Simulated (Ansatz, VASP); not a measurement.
# CdSe (Cadmoselite): VASP beside Ansatz, part 2 of 2

Aim: how closely do two programs agree when they are given the same cell, functional and k mesh?

VASP 6.6.1 and Ansatz 0.2.0.

So far: The starting structure; Ansatz: band structure, HSE06.

The database entry behind the starting cell differs from later determinations by our own check (inner coordinate of an old entry), so it need not match the best structure at ambient conditions.

## (3) VASP: band structure, HSE06

Level of this step: HSE06; plane waves and PAW (Cd, Se) (VASP).

The same cell, functional, mesh and smearing now go to VASP, with its own data sets and cutoff.

Lines of VASP's logs that name or quote its potential files are left out, and so is its time.

The run reads the wave functions of an earlier VASP run, which isn't shown here.

The input, INCAR:

```
SYSTEM = CdSe
PREC = Accurate
ENCUT = 400
EDIFF = 1E-06
NELM = 100
ISMEAR = 0
SIGMA = 0.02
LREAL = .FALSE.
ALGO = Normal
LHFCALC = .TRUE.
AEXX = 0.25
GGA = PE
HFSCREEN = 0.2
LASPH = .TRUE.
NBANDS = 24
PRECFOCK = Fast
LORBIT = 11
LWAVE = .FALSE.
LCHARG = .FALSE.
KPAR = 4
```

The input, POSCAR:

```
CdSe
1.0
    4.3000000000      0.0000000000      0.0000000000
   -2.1500000000      3.7239092363      0.0000000000
    0.0000000000      0.0000000000      7.0200000000
Cd Se
2 2
Direct
    0.3333333333      0.6666666667      0.0000000000
    0.6666666667      0.3333333333      0.5000000000
    0.3333333333      0.6666666667      0.3850000000
    0.6666666667      0.3333333333      0.8850000000
```

The input, KPOINTS:

```
Automatic mesh
0
Gamma
4 4 2
0 0 0
```

The input, KPOINTS_OPT:

```
Line mode
6
Line-mode
Reciprocal
  0.00000000   0.00000000   0.00000000 GAMMA
  0.50000000   0.00000000   0.00000000 M

  0.50000000   0.00000000   0.00000000 M
  0.33333333   0.33333333   0.00000000 K

  0.33333333   0.33333333   0.00000000 K
  0.00000000   0.00000000   0.00000000 GAMMA

  0.00000000   0.00000000   0.00000000 GAMMA
  0.00000000   0.00000000   0.50000000 A

  0.00000000   0.00000000   0.50000000 A
  0.50000000   0.00000000   0.50000000 L

  0.50000000   0.00000000   0.50000000 L
  0.33333333   0.33333333   0.50000000 H

  0.33333333   0.33333333   0.50000000 H
  0.00000000   0.00000000   0.50000000 A

  0.50000000   0.00000000   0.50000000 L
  0.50000000   0.00000000   0.00000000 M

  0.33333333   0.33333333   0.00000000 K
  0.33333333   0.33333333   0.50000000 H
```

Potentials, in the order of the species: Cd and Se (PBE family, release 64).

Run with:

```console
$ mpirun -np 8 vasp_std
```

Numbers of over 12 decimals in the logs are rounded to 6 here.

Log:

```text
[banner, memory and clock lines left out]
running    8 mpi-ranks, on    1 nodes
 distrk:  each k-point on    2 cores,    4 groups
 distr:  one band on    1 cores,    2 groups

 POSCAR found type information on POSCAR CdSe
 POSCAR found :  2 types and       4 ions
|                                                                             |
|           W    W    AA    RRRRR   N    N  II  N    N   GGGG   !!!           |
|           W    W   A  A   R    R  NN   N  II  NN   N  G    G  !!!           |
|           W    W  A    A  R    R  N N  N  II  N N  N  G       !!!           |
|           W WW W  AAAAAA  RRRRR   N  N N  II  N  N N  G  GGG   !            |
|           WW  WW  A    A  R   R   N   NN  II  N   NN  G    G                |
|           W    W  A    A  R    R  N    N  II  N    N   GGGG   !!!           |
|                                                                             |
|     For optimal performance we recommend to set                             |
|       NCORE = 2 up to number-of-cores-per-socket                            |
|     NCORE specifies how many cores store one orbital (NPAR=cpu/NCORE).      |
|     This setting can greatly improve the performance of VASP for DFT.       |
|     The default, NCORE=1 might be grossly inefficient on modern             |
|     multi-core architectures or massively parallel machines. Do your        |
|     Unfortunately you need to use the default for GW and RPA                |
|     calculations (for HF NCORE is supported but not extensively tested      |
|     yet).                                                                   |
|                                                                             |

 LDA part: xc-table for (Slater+PW92), standard interpolation
 found WAVECAR, reading the header
 POSCAR, INCAR and KPOINTS ok, starting setup
 FFT: planning ... GRIDC
 FFT: planning ... GRID_SOFT
 FFT: planning ... GRID
 reading WAVECAR
 the WAVECAR file was read successfully
 initial charge from wavefunction
 entering main loop
       N       E                     dE             d eps       ncg     rms          rms(c)
DAV:   1    -0.136411620192E+02   -0.13641E+02   -0.10132E+00   392   0.797E+00    0.295E+00
DAV:   2    -0.136509693752E+02   -0.98074E-02   -0.84582E-02   432   0.306E+00    0.178E+00
DAV:   3    -0.136482309876E+02    0.27384E-02   -0.63039E-03   432   0.814E-01    0.109E+00
DAV:   4    -0.136475066691E+02    0.72432E-03   -0.90860E-04   440   0.247E-01    0.646E-01
DAV:   5    -0.136473219029E+02    0.18477E-03   -0.20296E-04   448   0.914E-02    0.378E-01
DAV:   6    -0.136472671232E+02    0.54780E-04   -0.35732E-05   440   0.412E-02    0.219E-01
DAV:   7    -0.136472473455E+02    0.19778E-04   -0.68852E-06   432   0.199E-02    0.125E-01
DAV:   8    -0.136472407452E+02    0.66003E-05   -0.30033E-06   416   0.123E-02    0.715E-02
DAV:   9    -0.136472388201E+02    0.19251E-05   -0.12158E-06   360   0.756E-03    0.408E-02
DAV:  10    -0.136472383700E+02    0.45012E-06   -0.46399E-07   264   0.479E-03
   1 F= -.13647238E+02 E0= -.13647238E+02  d E =-.132359E-19
 Start KPOINTS_OPT (optional k-point list driver)
k-point batch [1-8\54]
       N       E                     dE             ncg
DAV:   1     0.308921632320E+03   -0.46107E+04      384
DAV:   2    -0.179048110106E+04   -0.20994E+04      432
DAV:   3    -0.193318029569E+04   -0.14270E+03      432
DAV:   4    -0.193604938522E+04   -0.28691E+01      464
DAV:   5    -0.193607597053E+04   -0.26585E-01      448
DAV:   6    -0.193607622179E+04   -0.25126E-03      440
DAV:   7    -0.193607622539E+04   -0.35986E-05      384
DAV:   8    -0.193607622548E+04   -0.91086E-07      320
[...]
k-point batch [49-54\54]
       N       E                     dE             ncg
DAV:   1     0.209999835788E+04   -0.59878E+04      288
DAV:   2     0.546333267461E+03   -0.15537E+04      320
DAV:   3     0.452252648725E+03   -0.94081E+02      368
DAV:   4     0.450661442641E+03   -0.15912E+01      344
DAV:   5     0.450649793087E+03   -0.11650E-01      336
DAV:   6     0.450649714071E+03   -0.79016E-04      328
DAV:   7     0.450649713330E+03   -0.74082E-06      232
```

Parts of OUTCAR (step 3):

```text
ion  position               nearest neighbor table
   1  0.333  0.667  0.000-   4 2.61   4 2.61   4 2.61   3 2.70
   2  0.667  0.333  0.500-   3 2.61   3 2.61   3 2.61   4 2.70
   3  0.333  0.667  0.385-   2 2.61   2 2.61   2 2.61   1 2.70
   4  0.667  0.333  0.885-   1 2.61   1 2.61   1 2.61   2 2.70

  LATTYP: Found a hexagonal cell.
 ALAT       =     4.3000000000
 C/A-ratio  =     1.6325581395

 Subroutine GETGRP returns: Found 12 space group operations
 (whereof  6 operations were pure point group operations)

The static configuration has the point symmetry C_3v.
 The point group associated with its full space group is C_6v.

 Found      8 irreducible k-points:

   k-points           NKPTS =      8   k-points in BZ     NKDIM =     32   number of bands    NBANDS=     24

   dimension x,y,z NGX =    28 NGY =   28 NGZ =   48
   dimension x,y,z NGXF=    56 NGYF=   56 NGZF=   96

   ENCUT  =  400.0 eV  29.40 Ry    5.42 a.u.   7.01  7.01 11.45*2*pi/ulx,y,z

   NELECT =      36.0000    total number of electrons

 k-points in reciprocal lattice and weights: Automatic mesh
   0.00000000  0.00000000  0.00000000       0.031
   0.25000000 -0.00000000  0.00000000       0.188
   0.50000000 -0.00000000  0.00000000       0.094
   0.25000000  0.25000000  0.00000000       0.188
   0.00000000  0.00000000  0.50000000       0.031
   0.25000000 -0.00000000  0.50000000       0.188
   0.50000000 -0.00000000  0.50000000       0.094
   0.25000000  0.25000000  0.50000000       0.188

  exchange ACFDT corr.  =         0.00000000  see jH, gK, PRB 81, 115126

 average (electrostatic) potential at core
       1 -33.5318       2 -33.5318       3 -52.6885       4 -52.6885

 E-fermi :   0.4552

 k-point     1 :       0.0000    0.0000    0.0000
  band No.  band energies     occupation
    ...
     14      -0.4438      2.00000
     15      -0.4438      2.00000
     16       0.3295      2.00000
     17       0.3295      2.00000
     18       0.3313      2.00000
     19       2.0094      0.00000
     20       3.4634      0.00000
     21       7.2661      0.00000
     22       7.2661      0.00000
     23       7.5501      0.00000
    ...

 k-point     2 :       0.2500   -0.0000    0.0000
  band No.  band energies     occupation
    ...
     14      -2.3292      2.00000
     15      -1.9089      2.00000
     16      -1.1087      2.00000
     17      -0.1342      2.00000
     18      -0.1263      2.00000
     19       3.9452      0.00000
     20       4.8002      0.00000
     21       6.5738      0.00000
     22       7.2798      0.00000
     23       8.0084      0.00000
    ...

 k-point     3 :       0.5000   -0.0000    0.0000
  band No.  band energies     occupation
    ...
     14      -3.5956      2.00000
     15      -2.4056      2.00000
     16      -1.6571      2.00000
     17      -0.9804      2.00000
     18      -0.5579      2.00000
     19       4.5886      0.00000
     20       4.6117      0.00000
     21       6.0371      0.00000
     22       7.6869      0.00000
     23       8.0257      0.00000
    ...

  energy-cutoff  :      400.00
  volume of cell :      112.41
      direct lattice vectors                 reciprocal lattice vectors
     4.300000000  0.000000000  0.000000000     0.232558140  0.134267504  0.000000000
    -2.150000000  3.723909236  0.000000000     0.000000000  0.268535009  0.000000000
     0.000000000  0.000000000  7.020000000     0.000000000  0.000000000  0.142450142

 POSITION                                       TOTAL-FORCE (eV/Angst)
 -----------------------------------------------------------------------------------
     -0.00000      2.48261      0.00000        -0.000000      0.000000      0.298214
      2.15000      1.24130      3.51000        -0.000000     -0.000000      0.298214
     -0.00000      2.48261      2.70270         0.000000     -0.000000     -0.298214
      2.15000      1.24130      6.21270        -0.000000      0.000000     -0.298214
 -----------------------------------------------------------------------------------
    total drift:                               -0.000011      0.000002      0.000099

  FREE ENERGIE OF THE ION-ELECTRON SYSTEM (eV)
  ---------------------------------------------------
  free  energy   TOTEN  =       -13.6472383700 eV

  energy  without entropy=      -13.6472383700  energy(sigma->0) =      -13.64723837

 total charge
# of ion       s       p       d       tot
------------------------------------------
    1        0.414   0.312   9.595  10.320
    2        0.414   0.312   9.595  10.320
    3        1.447   2.468   0.020   3.936
    4        1.447   2.468   0.020   3.936
--------------------------------------------------
tot          3.721   5.561  19.230  28.512

[... 3 further parts left out ...]
```

The k-mesh is coarse for exact exchange; levels may shift by about 0.1 eV on a finer one. Spin-orbit coupling is off here; it would split degenerate levels, and it lifts a valence top of Se p states by about 0.1 eV.

## (4) Side by side

Known differences besides the potentials themselves: exact exchange at q = 0 is treated differently, which shows on coarse meshes; VASP keeps PBE cores, Ansatz makes them for the functional; the data sets hold 72 valence electrons in Ansatz (default PAW (the set named soft_2) files) and 36 in VASP; the cutoff is 420 eV in Ansatz and 400 eV in VASP; VASP takes a coarser grid for exact exchange (PRECFOCK = Fast). Total energies have different zeros and are not compared.

Both answers:

| quantity | Ansatz | VASP | difference |
| --- | --- | --- | --- |
| gap over the path points (eV) | 1.677 | 1.678 | -0.001 |

Forces (eV/Å; atoms numbered as in POSCAR):

```
atom        Ansatz x, y, z          VASP x, y, z
 Cd1   0.000, 0.000, 0.291   0.000, 0.000, 0.298
 Cd2   0.000, 0.000, 0.291   0.000, 0.000, 0.298
 Se3  0.000, 0.000, -0.291  0.000, 0.000, -0.298
 Se4  0.000, 0.000, -0.291  0.000, 0.000, -0.298
```

Levels at points of the path, from each program's valence-band top (eV; 4 filled, then empty):

```csv
k (reciprocal lattice),Ansatz,VASP
0.000 0.000 0.000,-0.78 0.00 0.00 0.00 1.68 3.13 6.93,-0.78 0.00 0.00 0.00 1.68 3.13 6.93
0.400 0.000 0.000,-2.85 -1.89 -1.09 -0.81 4.20 4.31 5.85,-2.85 -1.89 -1.09 -0.81 4.21 4.32 5.86
0.400 0.200 0.000,-2.94 -2.28 -1.61 -1.51 5.23 5.50 5.62,-2.94 -2.28 -1.61 -1.51 5.24 5.50 5.63
0.200 0.200 0.000,-2.75 -2.18 -1.10 -0.83 4.57 5.55 6.07,-2.75 -2.18 -1.10 -0.83 4.58 5.55 6.08
0.000 0.000 0.100,-0.76 -0.26 -0.02 -0.02 1.91 3.15 6.95,-0.76 -0.26 -0.02 -0.02 1.92 3.15 6.95
0.000 0.000 0.500,-0.40 -0.40 -0.40 -0.40 3.35 3.35 6.87,-0.40 -0.40 -0.40 -0.40 3.35 3.35 6.88
0.400 0.000 0.500,-1.41 -1.41 -1.39 -1.39 4.05 4.05 5.87,-1.41 -1.41 -1.39 -1.39 4.05 4.05 5.87
0.400 0.200 0.500,-2.32 -2.32 -1.17 -1.17 4.63 4.63 6.47,-2.32 -2.32 -1.17 -1.17 4.63 4.63 6.48
0.200 0.200 0.500,-1.75 -1.75 -1.30 -1.30 4.82 4.82 6.22,-1.75 -1.75 -1.30 -1.30 4.83 4.83 6.23
0.500 0.000 0.400,-1.69 -1.64 -1.30 -1.17 3.75 4.19 5.73,-1.69 -1.64 -1.30 -1.17 3.75 4.19 5.73
```

The forces differ by 4.0 meV/Å r.m.s., which is 2.3 % of the r.m.s. force of 0.17 eV/Å (both taken over all components). Among the levels compared at these points, filled levels agree within 1 meV and empty ones within 19 meV.

## (5) Results

- difference in gap over the path points (band structure, HSE06): -0.0011 eV

The difference in gap over the path points is -0.0011 eV (band structure, HSE06), within the 0.08 eV picked in this series as the mark of a large difference. How closely two codes agree says nothing of how well the functional describes the real material.

[Lines on the potential files, build, host, timing and source positions are cut from VASP's logs without a mark.]

[Logs are printed without paths, hosts, clocks, repeated set-up lines and the standing remarks that a program may print on its own settings, such as how far it seeks lower states.]

[Hosts, paths, dates, database ids (printed as entryN), source tags and the programs' standing remarks are cut or masked in the printed files.]
